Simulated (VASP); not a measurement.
# Ge (P6_3/mmc) in VASP: a series of runs

Runs on Ge. Level: r2SCAN. Tasks: single point.

Program: VASP 6.6.1. These are calculated values, not measurements. Logs are shortened: lines on timing, memory, paths and dates and some standing lists are left out, and cuts for length are marked.

## 1. The structure

The structure is hexagonal, space group P6_3/mmc (No. 194). Conventional cell: a = 3.998 Å, b = 3.998 Å, c = 6.599 Å, α = 90.00°, β = 90.00°, γ = 120.00°. Ge (site symmetry 3m) has 4 Ge at 2.45 to 2.47 Å as nearest neighbours.

This isn't the form of Ge at room conditions, which is diamond.

## 2. Single point, r2SCAN

The input, INCAR:

```
SYSTEM = Ge
ADDGRID = .False.
ALGO = Normal
EDIFF = 1E-6
ENCUT = 400
ISIF = 2
ISMEAR = 0
LASPH = .True.
LCHARG = .False.
LMIXTAU = .True.
LREAL = .False.
LWAVE = .False.
METAGGA = R2SCAN
NBANDS = 36
NELM = 100
PREC = Low
SIGMA = 0.05
```

The input, KPOINTS:

```
k-points
0
Gamma
  4 4 2
  0 0 0
```

The input, POSCAR:

```
Ge
1.0
    3.9975858431      0.0000000000      0.0000000000
   -1.9987929216      3.4620108940      0.0000000000
    0.0000000000      0.0000000000      6.5993779500
Ge
4
Direct
    0.3333333333      0.6666666667      0.9370987500
    0.6666666667      0.3333333333      0.4370987500
    0.3333333333      0.6666666667      0.5629012500
    0.6666666667      0.3333333333      0.0629012500
```

Potentials or basis: VASP PAW PBE potentials, release 64 (Ge_d).

Run with:

```sh
$ cat potpaw_PBE.64/Ge_d/POTCAR > POTCAR
$ mpirun -np 1 vasp_std > vasp.out
```

OUTCAR:

```text
SYSTEM = Ge
   EDIFF = 1E-6
   ENCUT = 400
   ISIF = 2
   ISMEAR = 0
   LASPH = .True.
   LREAL = .False.
   METAGGA = R2SCAN
   NELM = 100
   PREC = Low

 Found      8 irreducible k-points:

 Following reciprocal coordinates:
            Coordinates               Weight
  0.000000  0.000000  0.000000      1.000000
  0.250000  0.000000  0.000000      6.000000
  0.500000  0.000000  0.000000      3.000000
  0.250000  0.250000  0.000000      6.000000
  0.000000  0.000000  0.500000      1.000000
  0.250000  0.000000  0.500000      6.000000
   k-points           NKPTS =      8   k-points in BZ     NKDIM =      8   number of bands    NBANDS=     36
   number of dos      NEDOS =    301   number of ions     NIONS =      4
   total plane-waves  NPLWV =  12800
   dimension x,y,z NGX =    20 NGY =   20 NGZ =   32
   dimension x,y,z NGXF=    24 NGYF=   24 NGZF=   40
   ions per type =               4
   NGX,Y,Z   is equivalent  to a cutoff of   8.32,  8.32,  8.06 a.u.
   NGXF,Y,Z  is equivalent  to a cutoff of   9.98,  9.98, 10.08 a.u.
 SYSTEM =  Ge
   PREC   = low       normal or accurate (medium, high low for compatibility)
   ISTART =      0    job   : 0-new  1-cont  2-samecut
   ICHARG =      2    charge: 1-file 2-atom 10-const
   ISPIN  =      1    spin polarized calculation?
   LNONCOLLINEAR =      F non collinear calculations
   LSORBIT =      F    spin-orbit coupling
   LASPH  =      T    aspherical Exc in radial PAW
   ENCUT  =  400.0 eV  29.40 Ry    5.42 a.u.   6.52  6.52 10.76*2*pi/ulx,y,z
   NELM   =    100;   NELMIN=  2; NELMDL= -5     # of ELM steps
   EDIFF  = 0.1E-05   stopping-criterion for ELM
   LREAL  =      F    real-space projection
   EDIFFG = 0.1E-04   stopping-criterion for IOM
   NSW    =      0    number of steps for IOM
   IBRION =     -1    ionic relax: 0-MD 1-quasi-New 2-CG
   NFREE  =      0    steps in history (QN), initial steepest desc. (CG)
   ISIF   =      2    stress and relaxation
   ISYM   =      2    0-nonsym 1-usesym 2-fastsym
   POTIM  = 0.5000    time-step for ionic-motion
   TEBEG  =    0.0;   TEEND  =   0.0 temperature during run
   PSTRESS=    0.0 pullay stress
   NELECT =      56.0000    total number of electrons
   NUPDOWN=      -1.0000    fix difference up-down
   EMIN   =  10.00;   EMAX   =-10.00  energy-range for DOS
   EFERMI =   0.00;   METHOD = LEGACY
   ISMEAR =     0;   SIGMA  =   0.05  broadening in eV -4-tet -1-fermi 0-gaus
   EFERMI_NEDOS =   21; number of points for ismear=-14 and -15
   IALGO  =     38    algorithm
   IMIX   =      4    mixing-type and parameters
     AMIX     =   0.40;   BMIX     =  1.00
     AMIX_MAG =   1.60;   BMIX_MAG =  1.00
  volume/ion in A,a.u.               =      22.83       154.09
  Fermi-wavevector in a.u.,A,eV,Ry     =   1.390789  2.628209 26.317650  1.934293
  Thomas-Fermi vector in A             =   2.514690
   LORBIT       =      0    0 simple, 1 ext, 2 COOP (PROOUT), +10 PAW based schemes
   METAGGA = R2SCAN    functional components
   LHFCALC =     F    Hartree Fock is set to
   AEXX    =    0.0000 exact exchange contribution
   IVDW    =     0    specifies the selected vdW correction
   LEPSILON=     F    determine dielectric tensor
   LRPA    =     F    only Hartree local field effects (RPA)
 non-spin polarized calculation
 Gauss-broadening in eV      SIGMA  =   0.05
  energy-cutoff  :      400.00
  volume of cell :       91.33
 maximum number of plane-waves:      1690
   NGX = 13   NGY = 13   NGZ = 21

 number of electron      55.9992979 magnetization

 Free energy of the ion-electron system (eV)
  ---------------------------------------------------
  ext. energy  EPLUGINS =         0.00000000
  ---------------------------------------------------
  free energy    TOTEN  =       -55.22446689 eV

  energy without entropy =      -55.22285892  energy(sigma->0) =      -55.22366290

 E-fermi :   4.9515     XC(G=0): -10.7558

 val. band max:        4.9119171527   @ k =   0.0000   0.0000   0.0000
 cond. band min:       4.9754194203   @ k =   0.0000   0.0000   0.0000
 fundamental gap:      0.0635022676
 Fermi energy:         4.9514775302

 k-point     1 :       0.0000    0.0000    0.0000
  band No.  band energies     occupation
      1     -20.7773      2.00000
      2     -20.7772      2.00000
      3     -20.7476      2.00000
      4     -20.7366      2.00000
      5     -20.7362      2.00000
      6     -20.7345      2.00000
      7     -20.7116      2.00000
      8     -20.7115      2.00000
      9     -20.6556      2.00000
     10     -20.6554      2.00000
     11     -20.5244      2.00000
     12     -20.5244      2.00000
     13     -20.5242      2.00000
     14     -20.5087      2.00000
     15     -20.4939      2.00000
     16     -20.4934      2.00000
     17     -20.4710      2.00000
     18     -20.4709      2.00000
     19     -20.4439      2.00000
     20     -20.4438      2.00000
     21      -8.5113      2.00000
     22      -6.3702      2.00000
     23      -3.0870      2.00000
     24       3.2271      2.00000
     25       3.2294      2.00000
     26       4.6245      2.00000
     27       4.9095      1.76487
     28       4.9119      1.73683
     29       4.9754      0.49829
     30       5.1580      0.00000
     31       7.2089      0.00000
     32       7.2095      0.00000
     33       7.7156      0.00000
     34       9.6126      0.00000
     35       9.6128      0.00000
     36      11.4828      0.00000

 k-point     2 :       0.2500    0.0000    0.0000
  band No.  band energies     occupation
      1     -20.8002      2.00000
      2     -20.7841      2.00000
      3     -20.7697      2.00000
      4     -20.7501      2.00000
      5     -20.7320      2.00000
      6     -20.7052      2.00000
      7     -20.6862      2.00000
      8     -20.6588      2.00000
      9     -20.6312      2.00000
     10     -20.6198      2.00000
     11     -20.5747      2.00000
     12     -20.5667      2.00000
     13     -20.5621      2.00000
     14     -20.5142      2.00000
     15     -20.4995      2.00000
     16     -20.4907      2.00000
     17     -20.4664      2.00000
     18     -20.4623      2.00000
     19     -20.4300      2.00000
     20     -20.4237      2.00000
     21      -7.8158      2.00000
     22      -5.6422      2.00000
     23      -3.2274      2.00000
     24       0.3022      2.00000
     25       0.6952      2.00000
     26       2.2279      2.00000
     27       3.4290      2.00000
     28       3.9216      2.00000
     29       5.9720      0.00000
     30       6.8600      0.00000
     31       8.3011      0.00000
     32       8.4811      0.00000
     33       8.8595      0.00000
     34      10.8581      0.00000
     35      11.6239      0.00000
     36      11.9564      0.00000

 k-point     3 :       0.5000    0.0000    0.0000
  band No.  band energies     occupation
      1     -20.7975      2.00000
      2     -20.7914      2.00000
      3     -20.7856      2.00000
      4     -20.7571      2.00000
      5     -20.7106      2.00000
      6     -20.6929      2.00000
      7     -20.6640      2.00000
      8     -20.6327      2.00000
      9     -20.6133      2.00000
     10     -20.6009      2.00000
     11     -20.5996      2.00000
     12     -20.5891      2.00000
     13     -20.5847      2.00000
     14     -20.5254      2.00000
     15     -20.5114      2.00000
     16     -20.5093      2.00000
     17     -20.4522      2.00000
     18     -20.4424      2.00000
     19     -20.4280      2.00000
     20     -20.4247      2.00000
     21      -6.4375      2.00000
     22      -4.7062      2.00000
     23      -4.1499      2.00000
     24      -2.1768      2.00000
     25       0.0442      2.00000
     26       1.5734      2.00000
     27       1.8924      2.00000
     28       3.2655      2.00000
     29       5.5389      0.00000
     30       6.7367      0.00000
     31       8.6244      0.00000
     32       8.7447      0.00000
     33       9.3841      0.00000
     34      10.7426      0.00000
     35      12.7948      0.00000
     36      13.5209      0.00000

 k-point     4 :       0.2500    0.2500    0.0000
  band No.  band energies     occupation
      1     -20.8004      2.00000
      2     -20.7993      2.00000
      3     -20.7866      2.00000
      4     -20.7730      2.00000
      5     -20.6904      2.00000
      6     -20.6717      2.00000
      7     -20.6375      2.00000
      8     -20.6275      2.00000
      9     -20.6271      2.00000
     10     -20.5966      2.00000
     11     -20.5943      2.00000
     12     -20.5918      2.00000
     13     -20.5882      2.00000
     14     -20.5489      2.00000
     15     -20.5407      2.00000
     16     -20.5215      2.00000
     17     -20.4443      2.00000
     18     -20.4354      2.00000
     19     -20.4264      2.00000
     20     -20.4127      2.00000
     21      -6.5563      2.00000
     22      -4.3874      2.00000
     23      -4.2878      2.00000
     24      -1.6893      2.00000
     25       0.1471      2.00000
     26       0.4042      2.00000
     27       2.0089      2.00000
     28       2.1635      2.00000
     29       6.9467      0.00000
     30       8.5354      0.00000
     31       8.9386      0.00000
     32       9.0783      0.00000
     33      10.5871      0.00000
     34      10.8684      0.00000
     35      11.1836      0.00000
     36      12.0478      0.00000

 k-point     5 :       0.0000    0.0000    0.5000
  band No.  band energies     occupation
      1     -20.7612      2.00000
      2     -20.7612      2.00000
      3     -20.7610      2.00000
      4     -20.7610      2.00000
      5     -20.7396      2.00000
      6     -20.7396      2.00000
      7     -20.6819      2.00000
      8     -20.6819      2.00000
      9     -20.6818      2.00000
     10     -20.6818      2.00000
     11     -20.5180      2.00000
     12     -20.5180      2.00000
     13     -20.5069      2.00000
     14     -20.5069      2.00000
     15     -20.5066      2.00000
     16     -20.5066      2.00000
     17     -20.4572      2.00000
     18     -20.4572      2.00000
     19     -20.4571      2.00000
     20     -20.4571      2.00000
     21      -7.7457      2.00000
     22      -7.7457      2.00000
     23      -0.1379      2.00000
     24      -0.1379      2.00000
     25       3.8838      2.00000
     26       3.8838      2.00000
     27       3.8861      2.00000
     28       3.8861      2.00000
     29       5.7556      0.00000
     30       5.7556      0.00000
     31       8.3758      0.00000
     32       8.3758      0.00000
     33       8.3758      0.00000
     34       8.3758      0.00000
     35      10.8311      0.00000
     36      10.8311      0.00000

 k-point     6 :       0.2500    0.0000    0.5000
  band No.  band energies     occupation
      1     -20.7756      2.00000
      2     -20.7756      2.00000
      3     -20.7694      2.00000
      4     -20.7694      2.00000
      5     -20.7292      2.00000
      6     -20.7292      2.00000
      7     -20.6575      2.00000
      8     -20.6575      2.00000
      9     -20.6566      2.00000
     10     -20.6566      2.00000
     11     -20.5544      2.00000
     12     -20.5544      2.00000
     13     -20.5283      2.00000
     14     -20.5283      2.00000
     15     -20.4958      2.00000
     16     -20.4958      2.00000
     17     -20.4522      2.00000
     18     -20.4522      2.00000
     19     -20.4447      2.00000
     20     -20.4447      2.00000
     21      -7.0574      2.00000
     22      -7.0574      2.00000
     23      -1.1443      2.00000
     24      -1.1443      2.00000
     25       1.8542      2.00000
     26       1.8542      2.00000
     27       2.9082      2.00000
     28       2.9082      2.00000
     29       6.3493      0.00000
     30       6.3493      0.00000
     31       8.6346      0.00000
     32       8.6346      0.00000
     33      10.2634      0.00000
     34      10.2634      0.00000
     35      10.9025      0.00000
     36      10.9025      0.00000

 [... further k-points ...]

------------------------ aborting loop because EDIFF is reached ----------------------------------------

  FORCE on cell =-STRESS in cart. coord.  units (eV):
  Direction    XX          YY          ZZ          XY          YZ          ZX
  --------------------------------------------------------------------------------------
  -------------------------------------------------------------------------------------
  Total        0.2296126      0.2296126     -0.4320760     -0.0000000     -0.0000000     -0.0000000
  in kB        4.0278846      4.0278846     -7.5795158     -0.0000000     -0.0000000     -0.0000000
  external PRESSURE =       0.1587511 kB  Pullay stress =       0.0000000 kB

 VOLUME and BASIS-vectors are now :
 -----------------------------------------------------------------------------
  energy-cutoff  :      400.00
  volume of cell :       91.33
      direct lattice vectors                 reciprocal lattice vectors
     3.997585843  0.000000000  0.000000000     0.250150976  0.144424733  0.000000000
    -1.998792922  3.462010894  0.000000000     0.000000000  0.288849467  0.000000000
     0.000000000  0.000000000  6.599377950     0.000000000  0.000000000  0.151529433

 POSITION                                       TOTAL-FORCE (eV/Angst)
 -----------------------------------------------------------------------------------
     -0.00000      2.30801      6.18427        -0.000000     -0.000000      0.035374
      1.99879      1.15400      2.88458        -0.000000      0.000000      0.035374
     -0.00000      2.30801      3.71480         0.000000     -0.000000     -0.035374
      1.99879      1.15400      0.41511        -0.000000     -0.000000     -0.035374
 -----------------------------------------------------------------------------------
    total drift:                               -0.000000      0.000000     -0.000000

  FREE ENERGIE OF THE ION-ELECTRON SYSTEM (eV)
  ---------------------------------------------------
  free  energy   TOTEN  =       -55.2244668862 eV

  energy  without entropy=      -55.2228589161  energy(sigma->0) =      -55.22366290
```

It took 36 s on 1 thread of Intel Xeon 6975P-C (Granite Rapids), shared host; peak memory 0.12 GiB.

The run converged, but some of its settings lie outside the range that counts as converged, so its numbers aren't taken as properties of the crystal.

Results:

```yaml
Free_energy: -55.2245 eV
Pressure: 0.0 GPa
Largest_force: 0.035 eV/Å
Band_gap_on_the_k_mesh: 0.06 eV, direct
```

Caveat: the k mesh is coarse (spacing up to 0.48 Å⁻¹), so the values aren't converged; the PAW data sets were made with another functional, which shifts forces and pressure a little.

## 3. Single point, r2SCAN

INCAR, as its differences from that of step 2:

```diff
@@ -15,3 +15,3 @@
 NELM = 100
-PREC = Low
+PREC = Normal
 SIGMA = 0.05
```

KPOINTS is that of step 2.

POSCAR is that of step 2.

Potentials or basis: VASP PAW PBE potentials, release 64 (Ge_d).

Run with:

```sh
$ cat potpaw_PBE.64/Ge_d/POTCAR > POTCAR
$ mpirun -np 1 vasp_std > vasp.out
```

Wall time 37 s (1 thread of Intel Xeon 6975P-C (Granite Rapids), shared host); peak memory 0.14 GiB.

The run converged, but some of its settings lie outside the range that counts as converged, so its numbers aren't taken as properties of the crystal.

What came out:

| Quantity | Value |
| --- | --- |
| Free energy | -55.1812 eV |
| Pressure | -0.3 GPa |
| Band gap on the k mesh | 0.06 eV, direct |

Caveat: the k mesh is coarse (spacing up to 0.48 Å⁻¹), so the values aren't converged; the PAW data sets were made with another functional, which shifts forces and pressure a little.

## 4. For comparison

An earlier run on the cell as given: functional PBE; potentials or basis VASP PAW PBE potentials, release 64 (Ge_d); cutoff 520 eV; k mesh 8 × 8 × 4; occupations fermi-dirac, width 0.05 eV; no spin polarisation.

* Pressure: 2.9 GPa
* Largest force: 0.014 eV/Å
* Band gap on the k mesh: 0.12 eV, direct
